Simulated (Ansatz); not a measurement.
# Cu (Fm-3m) in Ansatz: further runs

One crystal, Cu, is run at these levels: PBEsol; tasks: band structure, single point.

Everything below comes from runs of Ansatz 0.2.0. Logs are shortened: lines on timing, memory, paths and dates and some standing lists are left out, and cuts for length are marked.

### 1 The structure

The structure is cubic, space group Fm-3m (No. 225). Conventional cell: a = 3.615 Å, b = 3.615 Å, c = 3.615 Å, α = 90.00°, β = 90.00°, γ = 90.00°. Cu (site symmetry m-3m) is surrounded by 12 Cu at 2.56 Å.

### 2 Band structure, PBEsol

Input file input.yaml:

```yaml
crystal:
  lattice:
    - [0.0, 1.8075, 1.8075]
    - [1.8075, 0.0, 1.8075]
    - [1.8075, 1.8075, 0.0]
  atoms:
    - { symbol: Cu, position: [0.0, 0.0, 0.0] }
kpoints:
  mp_grid: { grid: [13, 13, 13] }
  band_path:
    path:
      - [0.0, 0.0, 0.0]
      - [0.5, 0.0, 0.5]
      - [0.5, 0.25, 0.75]
      - [0.375, 0.375, 0.75]
      - [0.0, 0.0, 0.0]
      - [0.5, 0.5, 0.5]
      - [0.625, 0.25, 0.625]
      - [0.5, 0.25, 0.75]
    npoints: 10
scf:
  occupations: { method: fermi_dirac, width: 0.05 }
hamiltonian:
  xc: pbesol
  pseudopotentials:
    kind: all_electron
    lapw: { basis_error: 0.001 }
    dirac_shells: { Cu: ["2p"] }
output:
  forces: true
  stress: true
  eigenvalues: true
```

Potentials or basis: all-electron LAPW, inner shells corrected to Dirac's equation.

On the command line:

```
$ ansatz run input.yaml --threads 1 --pin off --max-ram 3072MiB --backend cpu --events-out ev --progress --plain --runs-dir out
```

The log of the run:

```text
Warning: RAYON_NUM_THREADS=1 ignored (pool sized by the plan → 1); use --threads N
LAPW: plane waves up to 8.794 Å⁻¹, error target 1.0e-3 eV per atom; small_component_spin mean_spin; Cu in spheres of 1.278 Å, 19 of its electrons in bands, Dirac shells [2p] (how accurate: hamiltonian.pseudopotentials.lapw.basis_error, Limitations)
Engine: ansatz 0.2.0, aarch64-unknown-linux-gnu
Pseudopotentials: kind: all_electron
Pseudopotential: Cu, LAPW, valence charge 19, lapw/all_electron/scalar/gaussian/Cu, Koelling and Harmon's equation with Dirac's for 2p, gaussian nucleus
Functional definition: PBEsol
  exchange = pbesol_x
  correlation = pbesol_c
Crystal: 1 atoms, lattice volume = 11.810 Å³
Basis set: ecut = 294.6345872218254 eV, 137 PW (Γ), exchange–correlation at level 2
Bands: 14, of which v1, the nominal top of the filled ones, is band 10 counted from 1 (9 counted from 0)
Symmetry: 48 space group operations
Space group: Fm-3m (ITA 225), of the structure as read, at distance tolerance 2.3e-5 Å
k-points: 84 of 2197
Non-local potential: Cu, projectors of the file, none
Initial density: superposition of atomic densities (chi_scale 0.1, normalization cell)
Initial wavefunctions: plane waves of lowest kinetic energy (no species holds an atomic orbital)
Functional: x = pbesol(κ = 0.804, μ = 0.12345679012345678), c = pbesol(β = 0.046)
iter 1 solved again at ethr=6.40e-4 eV; its pass at ethr=1.00e-1 eV (dr2=1.22e-1 eV) is discarded
SCF iter   1: F=—  HF=-45000.125679 eV  |F-HF|=—  |Δ(HF+E_count)|=         —  Δρ=4.69e-2  dr2=1.22e-1  ethr=6.40e-4  ⟨swp⟩=2.6  Hψ=8365  notcnv=0
preconditioner: auto → none  [insulator: Δε(μ)=0.142 eV  Ē_g=15.800 eV  σ=0.050 eV  W_gap=0.52  n_scr=0 (ndim 8)  ℏωp=35.8 eV  f_vac=0.000  D(μ)=0.32/eV (n_scr^D=0)  ε∞_Penn≈6.1]
SCF iter   2: F=—  HF=-45001.059529 eV  |F-HF|=—  |Δ(HF+E_count)|=   9.34e-1  Δρ=2.91e-2  dr2=4.88e-2  ethr=6.40e-4  ⟨swp⟩=3.0  Hψ=4030  notcnv=0
iter 3 solved again at ethr=2.82e-6 eV; its pass at ethr=2.57e-4 eV (dr2=5.36e-4 eV) is discarded
SCF iter   3: F=—  HF=-44999.252504 eV  |F-HF|=—  |Δ(HF+E_count)|=    1.81e0  Δρ=2.84e-3  dr2=5.36e-4  ethr=2.82e-6  ⟨swp⟩=2.0  Hψ=5977  notcnv=0
SCF iter   4: F=—  HF=-44999.150099 eV  |F-HF|=—  |Δ(HF+E_count)|=   1.02e-1  Δρ=4.95e-3  dr2=1.30e-3  ethr=2.82e-6  ⟨swp⟩=3.0  Hψ=3915  notcnv=0
SCF iter   5: F=—  HF=-44999.141975 eV  |F-HF|=—  |Δ(HF+E_count)|=   8.12e-3  Δρ=8.64e-4  dr2=3.75e-5  ethr=2.82e-6  ⟨swp⟩=2.2  Hψ=3190  notcnv=0
SCF iter   6: F=—  HF=-44999.141762 eV  |F-HF|=—  |Δ(HF+E_count)|=   2.12e-4  Δρ=1.96e-5  dr2=2.92e-8  ethr=1.97e-7  ⟨swp⟩=2.0  Hψ=3164  notcnv=0
SCF iter   7: F=-44999.141762 eV  HF=-44999.141762 eV  |F-HF|=5.50e-8  |Δ(HF+E_count)|=   4.09e-8  Δρ=5.21e-6  dr2=1.72e-9  ethr=1.54e-10  ⟨swp⟩=3.0  Hψ=3436  notcnv=0
SCF 1 converged in 7 iterations: F = -44999.141762 eV  dr2 = 1.72e-9
NSCF: frozen V_eff on 71 k-points
SCF converged after 7 iterations
Free energy (F): -44999.141762 eV
Harris-Foulkes:  -44999.141762 eV  (|F-HF|=5.50e-8)
Internal energy: -44999.139051 eV  (E = F + TS)
E sigma→0 (E₀):  -44999.140407 eV
Entropy (-TS):   -0.002711 eV (-2.711 meV/atom)
Fermi energy:    16.588028 eV
--- Per-component energies (eV) ---
  E_band       = -364.309915
  E_kinetic    = 45771.176061
  E_xc         = -1803.366834
  E_electrostatic = -88966.948279  (all electrons and nuclei)
  E_smearing   = -0.002711  (= −TS)
  E_closure    = 0.000000  (closes the sum)
  E_atoms      = -44994.811563  (free atoms, spherical and without spin; not in F)
  Σ components = -44999.141762   (vs F -44999.141762, Δ=0.00e0)
  Basis errors (estimates in eV, not in F): energy 1.7e-4 per atom: plane waves 1.6e-4 (1.2e-4 summed), levels above the bands 6.6e-176, relativity 2.0e-8, radial functions 9.9e-6, core shells 1.3e-11; eigenvalues (radial functions only) 2.9e-6; not estimated: angular momenta, meshes, grids; target (lapw.basis_error) 1.0e-3; muffin-tin radii Cu 1.278 Å
--- Forces (eV/Å), atoms counted from 1 ---
  atom   1  Cu    -0.00000000    -0.00000000    -0.00000000
  max |Σ_I F_I| component: 6.57e-32 eV/Å
--- Stress (GPa, compression-positive) ---
       -6.580398      -0.000000      -0.000000
       -0.000000      -6.580398       0.000000
       -0.000000       0.000000      -6.580398
  P = ⅓ Tr σ = -6.5804 GPa (-65.804 kbar)
--- Band table (eV; the first three rows and the last of 84) ---
  k-point 0: bands = ["-95.8305", "-53.2959", "-53.2959", "-53.2959", "6.9823", "13.4162", "13.4162", "13.4162", "14.2588", "14.2588", "39.0029", "41.5914", "41.5914", "41.5914"]
  k-point 1: bands = ["-95.8297", "-53.3021", "-53.2968", "-53.2968", "7.1977", "13.3702", "13.4567", "13.4567", "14.2433", "14.2433", "37.5316", "39.9084", "40.9625", "40.9625"]
  k-point 2: bands = ["-95.8275", "-53.3195", "-53.2994", "-53.2994", "7.8292", "13.2573", "13.5444", "13.5444", "14.2284", "14.2284", "33.6725", "39.4850", "40.0363", "40.0363"]
  k-point 83: bands = ["-95.8118", "-53.3729", "-53.3640", "-53.3367", "12.2903", "12.7623", "13.0035", "14.2288", "14.9446", "21.2574", "23.2142", "25.1941", "25.6520", "43.5236"]
```

It took 12 s on 1 thread of Arm Neoverse N1, shared host; peak memory 0.26 GiB.

What came out:

| Item | Value |
| --- | --- |
| Free energy | -44999.1418 eV |
| Pressure | -6.6 GPa |
| Band gap along the path | none (metal or under the smearing width) |

Levels at the corners of the path, in eV from the Fermi level:
```
point  band 7  band 8  band 9  band 10  band 11  band 12
    Γ   -3.17   -3.17   -2.33    -2.33    22.41    25.00
    X   -1.77   -1.61   -1.61     1.24     6.92    12.82
    W   -3.70   -2.37   -1.61     5.98     5.98     8.12
    K   -2.92   -2.20   -1.81     4.11     5.52     7.62
    Γ   -3.17   -3.17   -2.33    -2.33    22.41    25.00
    L   -3.20   -1.75   -1.75    -1.25     3.57    20.90
    U   -2.92   -2.20   -1.81     4.11     5.52     7.62
    W   -3.70   -2.37   -1.61     5.98     5.98     8.12
```

### 3 Single point, PBEsol, 11.10 Å³/atom (volume scaled by 0.94)

Input file input.yaml:

```yaml
crystal:
  lattice:
    - [0.0, 1.7706018915, 1.7706018915]
    - [1.7706018915, 0.0, 1.7706018915]
    - [1.7706018915, 1.7706018915, 0.0]
  atoms:
    - { symbol: Cu, position: [0.0, 0.0, 0.0] }
kpoints:
  mp_grid: { grid: [13, 13, 13] }
scf:
  occupations: { method: fermi_dirac, width: 0.05 }
hamiltonian:
  xc: pbesol
  pseudopotentials: { kind: all_electron, lapw: { basis_error: 0.0005 } }
output:
  forces: true
  stress: true
  eigenvalues: true
```

Potentials or basis: all-electron LAPW, scalar-relativistic.

On the command line:

```
$ ansatz run input.yaml --threads 1 --pin off --max-ram 3072MiB --backend cpu --events-out ev --progress --plain --runs-dir out
```

The log of the run:

```text
Warning: RAYON_NUM_THREADS=1 ignored (pool sized by the plan → 1); use --threads N
LAPW: plane waves up to 9.348 Å⁻¹, error target 5.0e-4 eV per atom; small_component_spin mean_spin; Cu in spheres of 1.252 Å, 19 of its electrons in bands, Dirac shells [] (how accurate: hamiltonian.pseudopotentials.lapw.basis_error, Limitations)
Engine: ansatz 0.2.0, aarch64-unknown-linux-gnu
Pseudopotentials: kind: all_electron
Pseudopotential: Cu, LAPW, valence charge 19, lapw/all_electron/scalar/gaussian/Cu, Koelling and Harmon's equation, gaussian nucleus
Functional definition: PBEsol
  exchange = pbesol_x
  correlation = pbesol_c
Crystal: 1 atoms, lattice volume = 11.102 Å³
Basis set: ecut = 332.9010071657578 eV, 169 PW (Γ), exchange–correlation at level 2
Bands: 14, of which v1, the nominal top of the filled ones, is band 10 counted from 1 (9 counted from 0)
Symmetry: 48 space group operations
[... 26 lines left out ...]
  E_kinetic    = 45767.034452
  E_xc         = -1803.757187
  E_electrostatic = -88961.173752  (all electrons and nuclei)
  E_smearing   = -0.002735  (= −TS)
  E_closure    = 0.000000  (closes the sum)
  E_atoms      = -44993.559851  (free atoms, spherical and without spin; not in F)
  Σ components = -44997.899223   (vs F -44997.899223, Δ=0.00e0)
  Basis errors (estimates in eV, not in F): energy 9.3e-5 per atom: plane waves 8.3e-5 (6.0e-5 summed), levels above the bands 7.5e-185, relativity 5.0e-9, radial functions 9.3e-6, core shells 2.6e-11; eigenvalues (radial functions only) 6.8e-7; not estimated: angular momenta, meshes, grids; target (lapw.basis_error) 5.0e-4; muffin-tin radii Cu 1.252 Å
--- Forces (eV/Å), atoms counted from 1 ---
  atom   1  Cu     0.00000000    -0.00000000    -0.00000000
  max |Σ_I F_I| component: 3.90e-32 eV/Å
--- Stress (GPa, compression-positive) ---
        3.242893       0.000000       0.000000
        0.000000       3.242893      -0.000000
        0.000000      -0.000000       3.242893
  P = ⅓ Tr σ = 3.2429 GPa (32.429 kbar)
--- Band table (eV; the first three rows and the last of 84) ---
  k-point 0: bands = ["-94.6268", "-52.0756", "-52.0756", "-52.0756", "7.8568", "14.5810", "14.5810", "14.5810", "15.5085", "15.5085", "40.8618", "43.9359", "43.9359", "43.9359"]
  k-point 1: bands = ["-94.6257", "-52.0835", "-52.0767", "-52.0767", "8.0820", "14.5297", "14.6254", "14.6254", "15.4911", "15.4911", "39.5476", "42.0185", "43.2982", "43.2982"]
  k-point 2: bands = ["-94.6227", "-52.1056", "-52.0800", "-52.0800", "8.7412", "14.4036", "14.7214", "14.7214", "15.4740", "15.4740", "35.6924", "41.4711", "42.3611", "42.3611"]
  k-point 83: bands = ["-94.6016", "-52.1734", "-52.1620", "-52.1272", "13.3292", "13.8559", "14.1200", "15.4716", "16.2629", "22.8266", "24.8466", "26.9122", "27.5654", "45.7949"]
```

Run time: 6.4 s. Hardware: 1 thread of Arm Neoverse V2, shared host; peak memory 0.26 GiB.

What came out:

```yaml
Free_energy: -44997.8992 eV
Pressure: 3.2 GPa
Band_gap_on_the_k_mesh: none (metal or under the smearing width)
```

### 4 Single point, PBEsol, 11.34 Å³/atom (volume scaled by 0.96)

input.yaml, as its differences from that of step 3:

```diff
@@ -2,5 +2,5 @@
   lattice:
-    - [0.0, 1.7706018915, 1.7706018915]
-    - [1.7706018915, 0.0, 1.7706018915]
-    - [1.7706018915, 1.7706018915, 0.0]
+    - [0.0, 1.7830713297, 1.7830713297]
+    - [1.7830713297, 0.0, 1.7830713297]
+    - [1.7830713297, 1.7830713297, 0.0]
   atoms:
```

On the command line:

```
$ ansatz run input.yaml --threads 1 --pin off --max-ram 3072MiB --backend cpu --events-out ev --progress --plain --runs-dir out
```

Wall time 6.4 s (1 thread of Arm Neoverse V2, shared host); peak memory 0.26 GiB.

The run converged. Its results:

```yaml
Free_energy: -44997.9012 eV
Pressure: -0.5 GPa
Band_gap_on_the_k_mesh: none (metal or under the smearing width)
```

### 5 Single point, PBEsol, 11.57 Å³/atom (volume scaled by 0.98)

input.yaml, as its differences from that of step 4:

```diff
@@ -2,5 +2,5 @@
   lattice:
-    - [0.0, 1.7830713297, 1.7830713297]
-    - [1.7830713297, 0.0, 1.7830713297]
-    - [1.7830713297, 1.7830713297, 0.0]
+    - [0.0, 1.795368762, 1.795368762]
+    - [1.795368762, 0.0, 1.795368762]
+    - [1.795368762, 1.795368762, 0.0]
   atoms:
```

On the command line:

```
$ ansatz run input.yaml --threads 1 --pin off --max-ram 3072MiB --backend cpu --events-out ev --progress --plain --runs-dir out
```

It took 6.4 s on 1 thread of Arm Neoverse V2, shared host; peak memory 0.27 GiB.

Results (log left out):

* Free energy: -44997.8981 eV
* Pressure: -3.7 GPa
* Band gap on the k mesh: none (metal or under the smearing width)

### 6 Single point, PBEsol, 11.81 Å³/atom

input.yaml, as its differences from that of step 5:

```diff
@@ -2,5 +2,5 @@
   lattice:
-    - [0.0, 1.795368762, 1.795368762]
-    - [1.795368762, 0.0, 1.795368762]
-    - [1.795368762, 1.795368762, 0.0]
+    - [0.0, 1.8075, 1.8075]
+    - [1.8075, 0.0, 1.8075]
+    - [1.8075, 1.8075, 0.0]
   atoms:
```

Potentials or basis: all-electron LAPW, scalar-relativistic.

On the command line:

```
$ ansatz run input.yaml --threads 1 --pin off --max-ram 3072MiB --backend cpu --events-out ev --progress --plain --runs-dir out
```

Run time: 6.2 s. Hardware: 1 thread of Arm Neoverse V2, shared host; peak memory 0.27 GiB.

It converged, with:

| Item | Value |
| --- | --- |
| Free energy | -44997.8905 eV |
| Pressure | -6.6 GPa |
| Band gap on the k mesh | none (metal or under the smearing width) |

### 7 Single point, PBEsol, 12.05 Å³/atom (volume scaled by 1.02)

input.yaml, as its differences from that of step 6:

```diff
@@ -2,5 +2,5 @@
   lattice:
-    - [0.0, 1.8075, 1.8075]
-    - [1.8075, 0.0, 1.8075]
-    - [1.8075, 1.8075, 0.0]
+    - [0.0, 1.8194705475, 1.8194705475]
+    - [1.8194705475, 0.0, 1.8194705475]
+    - [1.8194705475, 1.8194705475, 0.0]
   atoms:
```

On the command line:

```
$ ansatz run input.yaml --threads 1 --pin off --max-ram 3072MiB --backend cpu --events-out ev --progress --plain --runs-dir out
```

It took 6.6 s on 1 thread of Arm Neoverse V2, shared host; peak memory 0.26 GiB.

It converged, with:

| Property | Result |
| --- | --- |
| Free energy | -44997.8788 eV |
| Pressure | -9.1 GPa |
| Band gap on the k mesh | none (metal or under the smearing width) |

### 8 Single point, PBEsol, 12.28 Å³/atom (volume scaled by 1.04)

input.yaml, as its differences from that of step 7:

```diff
@@ -2,5 +2,5 @@
   lattice:
-    - [0.0, 1.8194705475, 1.8194705475]
-    - [1.8194705475, 0.0, 1.8194705475]
-    - [1.8194705475, 1.8194705475, 0.0]
+    - [0.0, 1.8312856224, 1.8312856224]
+    - [1.8312856224, 0.0, 1.8312856224]
+    - [1.8312856224, 1.8312856224, 0.0]
   atoms:
```

On the command line:

```
$ ansatz run input.yaml --threads 1 --pin off --max-ram 3072MiB --backend cpu --events-out ev --progress --plain --runs-dir out
```

Wall time 6.4 s (1 thread of Arm Neoverse V2, shared host); peak memory 0.26 GiB.

It converged, with:

* Free energy: -44997.8637 eV
* Pressure: -11.4 GPa
* Band gap on the k mesh: none (metal or under the smearing width)

### 9 Single point, PBEsol, 12.52 Å³/atom (volume scaled by 1.06)

input.yaml, as its differences from that of step 8:

```diff
@@ -2,5 +2,5 @@
   lattice:
-    - [0.0, 1.8312856224, 1.8312856224]
-    - [1.8312856224, 0.0, 1.8312856224]
-    - [1.8312856224, 1.8312856224, 0.0]
+    - [0.0, 1.8429501765, 1.8429501765]
+    - [1.8429501765, 0.0, 1.8429501765]
+    - [1.8429501765, 1.8429501765, 0.0]
   atoms:
```

Potentials or basis: all-electron LAPW, scalar-relativistic.

On the command line:

```
$ ansatz run input.yaml --threads 1 --pin off --max-ram 3072MiB --backend cpu --events-out ev --progress --plain --runs-dir out
```

Wall time 6.6 s (1 thread of Arm Neoverse V2, shared host); peak memory 0.26 GiB.

It converged, with:

| Property | Result |
| --- | --- |
| Free energy | -44997.8455 eV |
| Pressure | -13.3 GPa |
| Band gap on the k mesh | none (metal or under the smearing width) |
